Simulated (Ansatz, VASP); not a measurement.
Two plane-wave programs on Sr

INCAR

```
SYSTEM = Sr
ALGO     = Fast           ! electronic algorithm
EDIFF    = 1E-6           ! SCF threshold, eV
ENCUT    = 520            ! plane-wave cutoff, eV
GGA      = RP             ! functional
ISIF     = 2              ! what is computed and relaxed
ISMEAR   = -1             ! smearing method
LASPH    = .TRUE.         ! aspherical terms in the spheres
LCHARG   = .TRUE.         ! write CHGCAR
LELF     = .TRUE.         ! ELF
LREAL    = .FALSE.        ! projectors in reciprocal space
LVHAR    = .TRUE.       
LWAVE    = .FALSE.        ! write WAVECAR
NBANDS   = 11             ! bands
NELM     = 60             ! most SCF steps
PREC     = Accurate       ! precision mode
SIGMA    = 0.1            ! smearing width, eV
```

The input KPOINTS:

```
k-points
0
G
  10 10 10
  0 0 0
```

The input POSCAR:

```
Sr
1.0
   -2.5312258472      2.5312258472      2.5312258472
    2.5312258472     -2.5312258472      2.5312258472
    2.5312258472      2.5312258472     -2.5312258472
Sr
1
Direct
    0.0000000000      0.0000000000      0.0000000000
```

Input for Ansatz:

```yaml
crystal:
  lattice:
    - [-2.5312258472, 2.5312258472, 2.5312258472]
    - [2.5312258472, -2.5312258472, 2.5312258472]
    - [2.5312258472, 2.5312258472, -2.5312258472]
  atoms:
    - { symbol: Sr, position: [0.0, 0.0, 0.0] }
hamiltonian:
  xc: rpbe
  pseudopotentials:
    kind: paw
    azcp:
      Sr: "pseudopotentials/Sr.paw.azcp"
basis:
  ecutwfc: 420
  fft_grid_basis: typed
kpoints:
  mp_grid: { grid: [10, 10, 10], shift: [0, 0, 0] }
magnetization:
  spin_polarized: false
scf:
  occupations: { method: fermi_dirac, width: 0.1 }
  lower_state_search: "off"
output:
  stress: true
  write_density: true
  write_potential: true
  elf: true
  volumetric_format: npy
```

Alike in both runs: task single point; functional RPBE; k mesh 10 × 10 × 10; occupations fermi-dirac, width 0.1 eV; no spin polarisation.

```csv
,VASP,Ansatz
version,VASP 6.6.1,Ansatz 0.2.0
potentials or method,"VASP PAW PBE potentials, release 64 (Sr_sv)","plane waves (420 eV) with PAW, scalar-relativistic"
plane-wave cutoff (eV),520,420
valence electrons in the cell,10,10
```

|  | VASP | Ansatz | Ansatz less VASP |
| --- | --- | --- | --- |
| pressure (GPa) | -1.0 | -1.0 | 0.00 |

With one functional, cell and mesh, what is left measures potentials, basis and numerics.

Caveats: the PAW data sets were made with another functional, which shifts forces and pressure a little (VASP).
